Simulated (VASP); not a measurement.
# 1T-MgI2 monolayer and its bilayer

Aim: relax 1T-MgI2 monolayer, place its levels against the vacuum, then find how two sheets stack and bind.

Calculated with VASP 6.6.1; optB86b-vdW; plane waves and PAW (Mg, I), in the first sound run; inputs show where later runs differ.

### 1. The starting structure

The cell holds 3 atoms: 1 Mg and 2 I. Cell: a = 4.200 Å, b = 4.200 Å, c = 22.000 Å, α = 90.0°, β = 90.0°, γ = 120.0°. Vacuum lies along c.

### 2. Relaxing the monolayer

The sheet's cell relaxes in its plane with the atoms, while the vacuum is kept.

INCAR reads:

```
SYSTEM = MgI2
PREC = Normal
ENCUT = 350
EDIFF = 1E-06
NELM = 120
ISMEAR = 0
SIGMA = 0.03
LREAL = .FALSE.
ALGO = Normal
GGA = MK
AGGAC = 0
LUSE_VDW = .TRUE.
PARAM1 = 0.1234
PARAM2 = 1
LASPH = .TRUE.
NBANDS = 14
LORBIT = 11
LWAVE = .FALSE.
LCHARG = .FALSE.
KPAR = 4
IBRION = 2
NSW = 50
ISIF = 3
EDIFFG = -0.015
POTIM = 0.4
IDIPOL = 3
LDIPOL = .TRUE.
DIPOL = 0.5 0.5 0.5
LATTICE_CONSTRAINTS = .TRUE. .TRUE. .FALSE.
```

POSCAR reads:

```
MgI2
1.0
    4.2000000000      0.0000000000      0.0000000000
   -2.1000000000      3.6373066959      0.0000000000
    0.0000000000      0.0000000000     22.0000000000
Mg I
1 2
Direct
    0.0000000000      0.0000000000      0.5000000000
    0.3333333333      0.6666666667      0.4181818182
    0.6666666667      0.3333333333      0.5818181818
```

KPOINTS reads:

```
Automatic mesh
0
Gamma
9 9 1
0 0 0
```

The projector-augmented-wave data sets are Mg and I (PBE family, release 64).

The run is started by

```sh
mpirun -np 4 vasp_std
```

Log:

```text
[banner, memory and clock lines left out]
running    4 mpi-ranks, on    1 nodes
 distrk:  each k-point on    1 cores,    4 groups
 distr:  one band on    1 cores,    1 groups

 POSCAR found type information on POSCAR MgI
 POSCAR found :  2 types and       3 ions
|                                                                             |
|               ----> ADVICE to this user running VASP <----                  |
|                                                                             |
|     You have switched on vdW-DFT.                                           |
|     This routine was written and supplied by Jiri Klimes. We recommend      |
|     that you carefully read and cite the following publications:            |
|       J. Klimes, D.R. Bowler, A. Michelides                                 |
|          J. Phys.: Cond Matt. 22 022201 (2010)                              |
|       J. Klimes, D.R. Bowler, A. Michelides                                 |
|          Phys. Rev. B. 83, 195131 (2011)                                    |
|     and references therein.                                                 |
|                                                                             |

|                                                                             |
|               ----> ADVICE to this user running VASP <----                  |
|                                                                             |
|     You enforced a specific xc type in the INCAR file but a different       |
|     [... a line on the potential file left out ...]
|     I HOPE YOU KNOW WHAT YOU ARE DOING!                                     |
|                                                                             |

 LDA part: xc-table for (Slater+PW92), standard interpolation
 POSCAR, INCAR and KPOINTS ok, starting setup
 FFT: planning ... GRIDC
 FFT: planning ... GRID_SOFT
 FFT: planning ... GRID
 WAVECAR not read
 entering main loop
       N       E                     dE             d eps       ncg     rms          rms(c)
DAV:   1     0.998094573402E+02    0.99809E+02   -0.35935E+03   336   0.558E+02
DAV:   2     0.111638401845E+02   -0.88646E+02   -0.78728E+02   548   0.111E+02
DAV:   3    -0.202882355391E+01   -0.13193E+02   -0.13063E+02   432   0.516E+01
DAV:   4    -0.251074907491E+01   -0.48193E+00   -0.48164E+00   442   0.124E+01
DAV:   5    -0.252175752109E+01   -0.11008E-01   -0.11008E-01   488   0.216E+00    0.341E+00
DAV:   6    -0.234354935251E+01    0.17821E+00   -0.21137E-01   456   0.229E+00    0.241E+00
DAV:   7    -0.232585197225E+01    0.17697E-01   -0.21767E-01   372   0.227E+00    0.667E-01
DAV:   8    -0.232043909280E+01    0.54129E-02   -0.21219E-02   396   0.776E-01    0.360E-01
DAV:   9    -0.232085220506E+01   -0.41311E-03   -0.37770E-03   456   0.378E-01    0.224E-01
DAV:  10    -0.232083079995E+01    0.21405E-04   -0.21673E-04   402   0.109E-01    0.793E-02
DAV:  11    -0.232091037572E+01   -0.79576E-04   -0.50524E-05   420   0.392E-02    0.703E-02
DAV:  12    -0.232091821683E+01   -0.78411E-05   -0.63474E-06   432   0.141E-02    0.300E-02
DAV:  13    -0.232092452651E+01   -0.63097E-05   -0.89425E-07   338   0.492E-03    0.178E-02
DAV:  14    -0.232095485420E+01   -0.30328E-04   -0.23121E-06   410   0.660E-03    0.346E-03
DAV:  15    -0.232099809350E+01   -0.43239E-04   -0.44156E-06   414   0.837E-03    0.139E-02
DAV:  16    -0.232101331847E+01   -0.15225E-04   -0.64488E-07   368   0.359E-03    0.814E-03
DAV:  17    -0.232104713666E+01   -0.33818E-04   -0.75999E-06   402   0.967E-03    0.548E-03
DAV:  18    -0.232104889999E+01   -0.17633E-05   -0.14144E-07   306   0.203E-03    0.266E-03
DAV:  19    -0.232105037944E+01   -0.14795E-05   -0.23346E-07   284   0.204E-03    0.232E-04
DAV:  20    -0.232105136891E+01   -0.98947E-06   -0.92981E-08   288   0.123E-03
   1 F= -.23210514E+01 E0= -.23210514E+01  d E =-.232105E+01
 curvature:   0.00 expect dE= 0.000E+00 dE for cont linesearch  0.000E+00
 trial: gam= 0.00000 g(F)=  0.276E-01 g(S)=  0.393E-01 ort = 0.000E+00 (trialstep = 0.100E+01)
 search vector abs. value=  0.669E-01
 bond charge predicted
       N       E                     dE             d eps       ncg     rms          rms(c)
DAV:   1    -0.244932793177E+01   -0.12828E+00   -0.24150E+00   342   0.760E+00    0.132E+00
DAV:   2    -0.238882978199E+01    0.60498E-01   -0.12048E-01   438   0.209E+00    0.674E-01
DAV:   3    -0.237344073625E+01    0.15389E-01   -0.40753E-02   390   0.901E-01    0.236E-01
DAV:   4    -0.237247413526E+01    0.96660E-03   -0.19076E-03   468   0.244E-01    0.282E-01
DAV:   5    -0.237195376003E+01    0.52038E-03   -0.65978E-04   420   0.131E-01    0.116E-01
DAV:   6    -0.237186553287E+01    0.88227E-04   -0.17915E-04   534   0.759E-02    0.233E-02
DAV:   7    -0.237187115825E+01   -0.56254E-05   -0.12879E-05   432   0.206E-02    0.885E-03
DAV:   8    -0.237188150190E+01   -0.10344E-04   -0.45832E-06   396   0.103E-02    0.744E-03
DAV:   9    -0.237190103389E+01   -0.19532E-04   -0.16958E-06   358   0.597E-03    0.163E-03
DAV:  10    -0.237192700470E+01   -0.25971E-04   -0.21194E-06   376   0.549E-03    0.234E-03
DAV:  11    -0.237196231770E+01   -0.35313E-04   -0.61655E-06   408   0.868E-03    0.141E-03
DAV:  12    -0.237197328589E+01   -0.10968E-04   -0.86185E-07   376   0.343E-03    0.894E-04
DAV:  13    -0.237197683462E+01   -0.35487E-05   -0.34832E-07   310   0.223E-03    0.360E-04
DAV:  14    -0.237197760031E+01   -0.76569E-06   -0.46140E-08   342   0.107E-03
   2 F= -.23719776E+01 E0= -.23719776E+01  d E =-.509262E-01
[...]
3 F= -.23873991E+01 E0= -.23873991E+01  d E =-.663477E-01
[...]
4 F= -.23874204E+01 E0= -.23874204E+01  d E =-.663691E-01
[...]
5 F= -.23965486E+01 E0= -.23965486E+01  d E =-.912812E-02
[...]
6 F= -.24118903E+01 E0= -.24118903E+01  d E =-.244699E-01
[...]
7 F= -.24130945E+01 E0= -.24130945E+01  d E =-.256741E-01
[...]
8 F= -.24130937E+01 E0= -.24130937E+01  d E =-.256733E-01
 curvature:  -3.54 expect dE=-0.721E-03 dE for cont linesearch -0.270E-05
 ZBRENT: bracketing found
 ZBRENT: accuracy reached
 trial: gam=-0.01954 g(F)=  0.332E-04 g(S)=  0.171E-03 ort =-0.861E-04 (trialstep = 0.217E+01)
 search vector abs. value=  0.211E-03
 bond charge predicted
       N       E                     dE             d eps       ncg     rms          rms(c)
DAV:   1    -0.241458538631E+01   -0.14918E-02   -0.36434E-02   372   0.905E-01    0.174E-01
DAV:   2    -0.241352438991E+01    0.10610E-02   -0.19922E-03   444   0.261E-01    0.904E-02
DAV:   3    -0.241324558868E+01    0.27880E-03   -0.65035E-04   372   0.113E-01    0.288E-02
DAV:   4    -0.241322027622E+01    0.25312E-04   -0.38947E-05   408   0.333E-02    0.362E-02
DAV:   5    -0.241320798874E+01    0.12287E-04   -0.16180E-05   440   0.203E-02    0.118E-02
DAV:   6    -0.241320574518E+01    0.22436E-05   -0.14429E-06   330   0.791E-03    0.276E-03
DAV:   7    -0.241320597092E+01   -0.22574E-06   -0.36869E-07   342   0.430E-03
   9 F= -.24132060E+01 E0= -.24132060E+01  d E =-.112261E-03
 trial-energy change:   -0.000112  1 .order   -0.000124   -0.000446    0.000197
 step:   1.4489(harm=  1.5035)  dis= 0.00152  next Energy=    -2.413239 (dE=-0.145E-03)
 reached required accuracy - stopping structural energy minimisation
```

Elapsed: 5.7 min, on 4 MPI ranks of Intel Xeon 6975P-C (Granite Rapids), shared host; peak memory 1.8 GiB.

Lines that name or quote the potential files are left out of all logs, and their timing lines are given in words.

From OUTCAR (step 2):

```text
ion  position               nearest neighbor table
   1  0.000  0.000  0.500-   2 3.02   3 3.02   3 3.02   2 3.02   3 3.02   2 3.02
   2  0.333  0.667  0.418-   1 3.02   1 3.02   1 3.02
   3  0.667  0.333  0.582-   1 3.02   1 3.02   1 3.02

  LATTYP: Found a hexagonal cell.
 ALAT       =     4.2000000000
 C/A-ratio  =     5.2380952381

 Subroutine GETGRP returns: Found 12 space group operations
 (whereof 12 operations were pure point group operations)

The static configuration has the point symmetry D_3d.

 Found     12 irreducible k-points:

   k-points           NKPTS =     12   k-points in BZ     NKDIM =     12   number of bands    NBANDS=     14

   dimension x,y,z NGX =    20 NGY =   20 NGZ =  108
   dimension x,y,z NGXF=    40 NGYF=   40 NGZF=  216

   ENCUT  =  350.0 eV  25.72 Ry    5.07 a.u.   6.41  6.41 33.56*2*pi/ulx,y,z

   NELECT =      16.0000    total number of electrons

 k-points in reciprocal lattice and weights: Automatic mesh
   0.00000000  0.00000000  0.00000000       0.012
   0.11111111  0.00000000  0.00000000       0.074
   0.22222222 -0.00000000  0.00000000       0.074
   0.33333333  0.00000000  0.00000000       0.074
   0.44444444 -0.00000000  0.00000000       0.074
   0.11111111  0.11111111  0.00000000       0.074
   0.22222222  0.11111111  0.00000000       0.148
   0.33333333  0.11111111  0.00000000       0.148
   0.44444444  0.11111111  0.00000000       0.074
   0.22222222  0.22222222  0.00000000       0.074
   0.33333333  0.22222222  0.00000000       0.148
   0.33333333  0.33333333  0.00000000       0.025

 dipolmoment           0.000000      0.000000      0.000000 electrons x Angstroem

 average (electrostatic) potential at core
       1 -44.8442       2 -98.2857       3 -98.2857

 E-fermi :  -3.6549

 k-point     1 :       0.0000    0.0000    0.0000
  band No.  band energies     occupation
    ...
      4      -4.5026      2.00000
      5      -4.0686      2.00000
      6      -4.0686      2.00000
      7      -3.7975      2.00000
      8      -3.7975      2.00000
      9       0.2124      0.00000
     10       1.1669      0.00000
     11       1.8276      0.00000
     12       1.9327      0.00000
     13       2.6323      0.00000
    ...

 k-point     2 :       0.1111    0.0000    0.0000
  band No.  band energies     occupation
    ...
      4      -4.7005      2.00000
      5      -4.3477      2.00000
      6      -4.2174      2.00000
      7      -4.1895      2.00000
      8      -3.8297      2.00000
      9       0.6125      0.00000
     10       1.5917      0.00000
     11       1.9096      0.00000
     12       1.9742      0.00000
     13       2.6272      0.00000
    ...

 k-point     3 :       0.2222   -0.0000    0.0000
  band No.  band energies     occupation
    ...
      4      -5.5743      2.00000
      5      -4.9352      2.00000
      6      -4.5111      2.00000
      7      -4.3590      2.00000
      8      -3.9618      2.00000
      9       0.8756      0.00000
     10       1.5482      0.00000
     11       2.0544      0.00000
     12       2.6014      0.00000
     13       3.0161      0.00000
    ...

Total vdW correction in eV:      4.1978356

  Total       -0.0393621     -0.0393621     -0.0396185      0.0000000      0.0000000      0.0000000
  in kB       -0.1921486     -0.1921486     -0.1934002      0.0000000      0.0000000      0.0000000
  external PRESSURE =      -0.1925658 kB  Pullay stress =       0.0000000 kB

  energy-cutoff  :      350.00
  volume of cell :      328.21
      direct lattice vectors                 reciprocal lattice vectors
     4.150487433 -0.000000000  0.000000000     0.240935557  0.139104208  0.000000000
    -2.075243717  3.594427555  0.000000000     0.000000000  0.278208417  0.000000000
     0.000000000  0.000000000 22.000000000     0.000000000  0.000000000  0.045454545

 POSITION                                       TOTAL-FORCE (eV/Angst)
 -----------------------------------------------------------------------------------
      0.00000     -0.00000     11.00000         0.000000      0.000000      0.000000
     -0.00000      2.39629      9.32007        -0.000000     -0.000000      0.005934
      2.07524      1.19814     12.67993         0.000000      0.000000     -0.005934
 -----------------------------------------------------------------------------------
    total drift:                               -0.000000      0.000000      0.000000

  FREE ENERGIE OF THE ION-ELECTRON SYSTEM (eV)
  ---------------------------------------------------
  free  energy   TOTEN  =        -2.4132059709 eV

  energy  without entropy=       -2.4132059709  energy(sigma->0) =       -2.41320597

Total vdW correction in eV:      4.1978690

 reached required accuracy - stopping structural energy minimisation

 vacuum level on the upper side and lower side of the slab         2.221         2.221

 total charge
# of ion       s       p       d       tot
------------------------------------------
    1        0.137   0.110   0.028   0.275
    2        1.507   2.821   0.012   4.340
    3        1.507   2.821   0.012   4.340
--------------------------------------------------
tot          3.152   5.752   0.052   8.956

[... 3 further parts left out ...]
```

CONTCAR:

```
MgI2
   1.00000000000000
     4.1504874330897117   -0.0000000000000000    0.0000000000000000
    -2.0752437165448558    3.5944275551488993    0.0000000000000000
     0.0000000000000000    0.0000000000000000   22.0000000000000000
  Mg              I
     1     2
Direct
     0.0000000000000000    0.0000000000000000    0.5000000000000000
     0.3333333332999970    0.6666666667000030    0.4236396089410603
     0.6666666667000030    0.3333333332999970    0.5763603910589397
```

The gap is read on the k-mesh alone, so it is an upper bound where the band edges lie off the mesh. The PAW data sets were made with PBE, which is usual practice but a small mismatch for other functionals. The run keeps the 12 symmetry operations of its start, so it cannot find a distortion of lower symmetry.

Step by step:

| step | energy less that of the first step (eV) | largest force (eV/Å) | pressure (GPa) | volume (Å³) |
| --- | --- | --- | --- | --- |
| 1 | 0.0000 | 0.5985 | -0.74 | 336.09 |
| 2 | -0.0509 | 0.4310 | -0.40 | 325.49 |
| 3 | -0.0663 | 0.2652 | -0.05 | 316.59 |
| 4 | -0.0664 | 0.2553 | -0.03 | 316.12 |
| 5 | -0.0755 | 0.2022 | -0.02 | 318.17 |
| 6 | -0.0908 | 0.0419 | 0.02 | 324.34 |
| 7 | -0.0920 | 0.0154 | 0.03 | 326.59 |
| 8 | -0.0920 | 0.0207 | 0.04 | 326.80 |
| 9 | -0.0922 | 0.0059 | -0.02 | 328.21 |

| cell as run | before | after | change |
| --- | --- | --- | --- |
| a (Å) | 4.200 | 4.150 | -1.2 % |
| b (Å) | 4.200 | 4.150 | -1.2 % |

The atoms that moved most (Å, along periodic axes as changes of fractional coordinates times the final cell, across vacuum about the mean position):

| atom | dx | dy | dz | length |
| --- | --- | --- | --- | --- |
| I3 | 0.000 | 0.000 | -0.120 | 0.120 |
| I2 | 0.000 | 0.000 | 0.120 | 0.120 |

Final coordinates:

```xyz
3
Lattice="4.1505 0.0000 0.0000 -2.0752 3.5944 0.0000 0.0000 0.0000 22.0000" Properties=species:S:1:pos:R:3
Mg    0.0000    0.0000   11.0000
I     0.0000    2.3963    9.3201
I     2.0752    1.1981   12.6799
```

Numbers from this step:

| Quantity | Value |
| --- | --- |
| electronic cycles | 99 |
| electrons | 16 |
| free energy (TOTEN) | -2.413 eV |
| Fermi energy | -3.655 eV |
| metallic | no |
| dipole moment | 0, 0, 0 e·Å |
| gap on the k-mesh | 3.714 eV |
| least direct gap on the k-mesh | 4.010 eV |

The run ended after 9 ionic steps, 0.092 eV below its first step, once forces and stress met EDIFFG = -0.015.

(Part 1 of 5 ends here.)

[Lines on the potential files, build, host, timing and source positions are cut from VASP's logs without a mark.]

[Logs are printed without paths, hosts, clocks, repeated set-up lines and the standing remarks that a program may print on its own settings, such as how far it seeks lower states.]

[Hosts, paths, dates, database ids (printed as entryN), source tags and the programs' standing remarks are cut or masked in the printed files.]

[Runs that stopped without an error message from VASP are left out.]
